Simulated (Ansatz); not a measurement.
Fe2Si under changes of volume

One of the cells (10.779 Å³/atom); the others are scaled copies at fixed shape and fractional positions:

```
Fe Si
1.0
    -1.34748    1.34748    4.45257
     1.34748   -1.34748    4.45257
     1.34748    1.34748   -4.45257
Fe Si
2 1
Cartesian
  0.0000 0.0000 5.8807
  0.0000 0.0000 3.0245
  0.0000 0.0000 0.0000
```

The cell comes from a database or a generator and needn't be the stable form of this composition.

* Program: Ansatz 0.2.0
* Functional: LDA
* Potentials or basis: Ansatz PAW
* Cutoff: 420 eV (not typed: the program's choice for these potentials)
* k mesh: 14 × 14 × 14
* Occupations: fermi-dirac, width 0.05 eV
* Spin: collinear spin, ferromagnetic start
* Starting moments: [3.0, 3.0, 0.0] μB

| volume (Å³/atom) | energy over the lowest point (meV/atom) | pressure (GPa) | moment (μB per cell) | largest force (eV/Å) |
| --- | --- | --- | --- | --- |
| 10.133 | 0.00 | -1.2 | 2.05 | 0.110 |
| 10.348 | 5.18 | -6.5 | 2.12 | 0.094 |
| 10.564 | 17.14 | -11.3 | 2.18 | 0.074 |
| 10.779 | 35.11 | -15.5 | 2.25 | 0.051 |
| 10.995 | ? | ? | ? | ? |
| 11.211 | 86.44 | -22.5 | 2.36 | 0.002 |
| 11.426 | 118.64 | -25.3 | 2.42 | 0.029 |

Question: What does the run at 10.995 Å³/atom give?

Answer: Energy over the lowest point 58.42 meV/atom; pressure -19.2 GPa; moment 2.31 μB per cell; largest force 0.025 eV/Å.

Worked out: A Birch-Murnaghan fit of order 3 (a polynomial in V^(-2/3)) to the other rows has its minimum at 10.09 Å³/atom, just outside them, with B0 = V·E''(V) = 270 GPa and B' = 4.5 at fixed shape and positions, which overstates the stiffness. It gives 58.39 meV/atom at 10.995 Å³/atom, against the run's 58.42, and -dE/dV = -19.1 GPa, against -19.2. A straight line through the other rows of the moment, of slope 0.284 μB per Å³/atom, gives 2.30 μB, against the run's 2.31.

Energies are extrapolated to zero smearing.

Caveats: the PAW data sets come from PBE, with cores solved anew for the run's functional, which leaves a small shift of forces and pressure.
